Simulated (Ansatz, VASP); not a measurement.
Y3N4 in VASP and in Ansatz

File INCAR:

```
SYSTEM = Y3N4
PREC = Accurate ; ENCUT = 520
EDIFF = 1E-6 ; ISMEAR = 0
SIGMA = 0.1 ; LREAL = .FALSE.
LASPH = .TRUE. ; NELM = 100
ALGO = Normal ; ISIF = 2
LWAVE = .FALSE. ; LCHARG = .TRUE.
GGA = PE ; LELF = .TRUE.
LVHAR = .TRUE. ; NBANDS = 36
```

The input KPOINTS:

```
regular mesh
0
G
  4 4 6
  0 0 0
```

Contents of POSCAR:

```
Y3N4
1.0
    3.3722650900     -4.6846441000      0.0000000000
    3.3722650900      4.6846441000      0.0000000000
    0.0000000000      0.0000000000      3.3727206700
Y N
3 4
Direct
    0.5000000000      0.0000000000      0.5000000000
    0.0000000000      0.5000000000      0.5000000000
    0.0000000000      0.0000000000      0.0000000000
    0.2531226300      0.2531226300      0.5000000000
    0.7468773700      0.7468773700      0.5000000000
    0.7399198000      0.2600802000      0.0000000000
    0.2600802000      0.7399198000      0.0000000000
```

Input for Ansatz:

```yaml
crystal:
  lattice:
    - [3.37226509, -4.6846441, 0.0]
    - [3.37226509, 4.6846441, 0.0]
    - [0.0, 0.0, 3.37272067]
  atoms:
    - { symbol: "Y", position: [0.5, 0.0, 0.5] }
    - { symbol: "Y", position: [0.0, 0.5, 0.5] }
    - { symbol: "Y", position: [0.0, 0.0, 0.0] }
    - { symbol: "N", position: [0.25312263, 0.25312263, 0.5] }
    - { symbol: "N", position: [0.74687737, 0.74687737, 0.5] }
    - { symbol: "N", position: [0.7399198, 0.2600802, 0.0] }
    - { symbol: "N", position: [0.2600802, 0.7399198, 0.0] }
basis:
  ecutwfc: 420
kpoints:
  mp_grid: { grid: [4, 4, 6] }
hamiltonian:
  xc: pbe
scf:
  occupations: { method: gaussian, width: 0.1 }
  lower_state_search: "off"
output:
  forces: true
  stress: true
  eigenvalues: true
```

Change from the starting cell: species swapped into the Zr3S4 type (Cmmm, No. 65).

Alike in both runs: task single point; functional PBE; k mesh 4 × 4 × 6; occupations gaussian, width 0.1 eV; no spin polarisation.

|  | VASP | Ansatz |
| --- | --- | --- |
| version | VASP 6.6.1 | Ansatz 0.2.0 |
| potentials or method | VASP PAW PBE potentials, release 64 (Y_sv, N) | scalar-relativistic, plane waves, PAW |
| plane-wave cutoff (eV) | 520 | 420 |
| valence electrons in the cell | 53 | 53 |

```tsv
	VASP	Ansatz	Ansatz less VASP
gap on the k mesh at the Fermi level (eV)	none	none	-
pressure (GPa)	6.2	6.4	+0.19
largest component of the traceless stress (GPa)	4.00	4.02	+0.012
rms of the force components (eV/Å)	0.870	0.870	-0.0001
```

Atom by atom the forces differ by 0.000 eV/Å (rms over components). A gap of «none» marks a metal or a gap that the smearing closes.

Caveats: forces of over 1 eV/Å show positions far from the minimum, so gaps and moduli don't describe the material at rest.
